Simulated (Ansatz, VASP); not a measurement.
Rh: VASP beside Ansatz

Contents of INCAR:

```
  ALGO = Normal
  EDIFF = 1E-7
  ENCUT = 520
  GGA = CA
  ISIF = 2
  ISMEAR = -1
  LASPH = T
  LCHARG = T
  LELF = T
  LREAL = F
  LVHAR = T
  LWAVE = F
  NBANDS = 38
  NELM = 100
  PREC = Accurate
  SIGMA = 0.15
```

KPOINTS

```
k-points
0
Gamma
  10 10 3
```

Contents of POSCAR:

```
Rh
1.0
    2.6917450000      0.0000000000      0.0000000000
   -1.3458720000      2.3311190000      0.0000000000
    0.0000000000      0.0000000000      8.7980700000
Rh
4
Direct
    0.0000000000      0.0000000000      0.0000000000
    0.3333333333      0.6666666667      0.2500000000
    0.0000000000      0.0000000000      0.5000000000
    0.6666666667      0.3333333333      0.7500000000
```

Input for Ansatz:

```yaml
crystal:
  lattice:
    - [2.691745, 0.0, 0.0]
    - [-1.345872, 2.331119, 0.0]
    - [0.0, 0.0, 8.79807]
  atoms:
    - { symbol: Rh, position: [0.0, 0.0, 0.0] }
    - { symbol: Rh, position: [0.3333333333333333, 0.6666666666666666, 0.25] }
    - { symbol: Rh, position: [0.0, 0.0, 0.5] }
    - { symbol: Rh, position: [0.6666666666666666, 0.3333333333333333, 0.75] }
basis:
  ecutwfc: 500.0
kpoints:
  mp_grid:
    grid: [10, 10, 3]
hamiltonian:
  xc: lda
  pseudopotentials:
    kind: paw
scf:
  occupations:
    method: fermi_dirac
    width: 0.15
output:
  stress: true
```

This isn't the form of Rh at room conditions, which is fcc.

Alike in both runs: task single point; functional LDA; k mesh 10 × 10 × 3; occupations fermi-dirac, width 0.15 eV; no spin polarisation.

|  | VASP | Ansatz |
| --- | --- | --- |
| version | VASP 6.6.1 | Ansatz 0.2.0 |
| potentials or method | VASP PAW LDA potentials, release 64 (Rh_pv) | plane waves, PAW |
| plane-wave cutoff (eV) | 520 | 500 |
| valence electrons in the cell | 60 | 68 |

Ansatz gave:

* pressure (GPa): -10.9
* largest component of the traceless stress (GPa): 0.10

Q: What did VASP give for the same quantities?

A: Pressure (GPa): -10.1; largest component of the traceless stress (GPa): 0.11.

The two sets of potentials don't hold the same shells in valence.
